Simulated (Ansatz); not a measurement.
Input of an Ansatz 0.2.0 run:

Contents of input.yaml:

```yaml
crystal:
  lattice:
    - [-2.574489719, 2.574489719, 1.3974126432]
    - [2.574489719, -2.574489719, 1.3974126432]
    - [2.574489719, 2.574489719, -1.3974126432]
  atoms:
    - { symbol: Ge, position: [0.5, 0.5, 0.0] }
    - { symbol: Ge, position: [0.25, 0.75, 0.5] }
hamiltonian:
  xc: rpbe
  pseudopotentials: { kind: paw }
  dispersion: d4
kpoints:
  mp_grid: { grid: [11, 11, 11] }
scf:
  occupations: { method: fermi_dirac, width: 0.05 }
output:
  forces: true
  stress: true
relax:
  f_tol: 0.01
  max_steps: 40
  cell: { stress_tol: 0.05 }
```

Potentials or basis: Ansatz PAW.

Command:

```sh
$ ansatz run input.yaml --threads 2 --pin off --max-ram 5632MiB --backend cpu --events-out ev --progress --plain --runs-dir out
```

Problem. What does it give for the relaxed volume?

Solution. 18.21 Å³/atom.

Problem. Predict the space group after relaxing (to 0.05 Å).

Solution. I4_1/amd (No. 141).

Final structure:
```
Ge
1.0
    -2.55949    2.55949    1.39002
     2.55949   -2.55949    1.39002
     2.55949    2.55949   -1.39002
Ge
2
Direct
  0.50000 0.50000 0.00000
  0.25000 0.75000 0.50000
```

Caveat: the PAW data sets come from PBE, with cores solved anew for the run's functional, which leaves a small shift of forces and pressure.
